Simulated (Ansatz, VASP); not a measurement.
# HfN in VASP and in Ansatz

Contents of INCAR:

```
SYSTEM = HfN
ALGO     = Normal         ! electronic algorithm
EDIFF    = 1E-6           ! SCF threshold, eV
ENCUT    = 520            ! plane-wave cutoff, eV
GGA      = PS             ! functional
GGA_COMPAT= .False.      
ISIF     = 2              ! what is computed and relaxed
ISMEAR   = -1             ! smearing method
LASPH    = .True.         ! aspherical terms in the spheres
LCHARG   = .False.        ! write CHGCAR
LMAXMIX  = 4              ! l up to which the mixer works
LORBIT   = 11             ! projections on sites
LORBMOM  = .True.       
LREAL    = .False.        ! projectors in reciprocal space
LSORBIT  = .True.         ! spin-orbit coupling
LWAVE    = .False.        ! write WAVECAR
MAGMOM   = 0 0 0 0 0 0    ! initial moments
NBANDS   = 27             ! bands
NELM     = 150            ! most SCF steps
PREC     = Accurate       ! precision mode
SIGMA    = 0.05           ! smearing width, eV
```

KPOINTS

```
k-points
0
Gamma
  9 9 9
  0 0 0
```

File POSCAR:

```
HfN
1.0
    0.0000000000      2.4548220000      2.4548220000
    2.4548220000      0.0000000000      2.4548220000
    2.4548220000      2.4548220000      0.0000000000
Hf N
1 1
Direct
    0.0000000000      0.0000000000      0.0000000000
    0.2500000000      0.2500000000      0.2500000000
```

The input input.yaml:

```yaml
crystal:
  lattice:
    - [0.0, 2.454822, 2.454822]
    - [2.454822, 0.0, 2.454822]
    - [2.454822, 2.454822, 0.0]
  atoms:
    - { symbol: Hf, position: [0.0, 0.0, 0.0] }
    - { symbol: "N", position: [0.25, 0.25, 0.25] }
hamiltonian:
  xc: pbesol
  pseudopotentials: { kind: paw_fr }
magnetization:
  noncollinear: true
  spin_orbit: true
kpoints:
  mp_grid: { grid: [9, 9, 9] }
  band_path:
    path:
      - [[0.0, 0.0, 0.0], [0.5, 0.0, 0.5], [0.5, 0.25, 0.75], [0.375, 0.375, 0.75], [0.0, 0.0, 0.0], [0.5, 0.5, 0.5], [0.625, 0.25, 0.625], [0.5, 0.25, 0.75], [0.5, 0.5, 0.5], [0.375, 0.375, 0.75]]
      - [[0.625, 0.25, 0.625], [0.5, 0.0, 0.5]]
    npoints: 14
scf:
  occupations: { method: fermi_dirac, width: 0.05 }
  n_extra_bands: 6
output:
  forces: true
  stress: true
  eigenvalues: true
  fatbands: false
```

The cell comes from a database or a generator and needn't be the stable form of this composition.

Alike in both runs: functional PBEsol; k mesh 9 × 9 × 9; occupations fermi-dirac, width 0.05 eV; non-collinear spin, spin-orbit coupling.

```csv
,VASP,Ansatz
version,VASP 6.6.1,Ansatz 0.2.0
potentials or method,"VASP PAW PBE potentials, release 64 (Hf_pv, N)",Ansatz PAW
plane-wave cutoff (eV),520,420
valence electrons in the cell,15,31
task,single point,band structure
```

Ansatz gave:

* gap on the k mesh at the Fermi level (eV): none
* pressure (GPa): -5.4
* net moment per atom (μB): 0.00

Q: Estimate VASP's values.

A: gap on the k mesh at the Fermi level (eV): none; pressure (GPa): -5.9; net moment per atom (μB): 0.00.

A gap of «none» marks a metal or a gap that the smearing closes. With one functional, cell and mesh, what is left measures potentials, basis and numerics. The two sets of potentials don't hold the same shells in valence.

Caveats: the PAW data sets were made with another functional, which shifts forces and pressure a little (VASP); the pressure holds a Pulay correction of +0.4 GPa for the finite cutoff (Ansatz); the PAW data sets come from PBE, with cores solved anew for the run's functional, which leaves a small shift of forces and pressure (Ansatz).
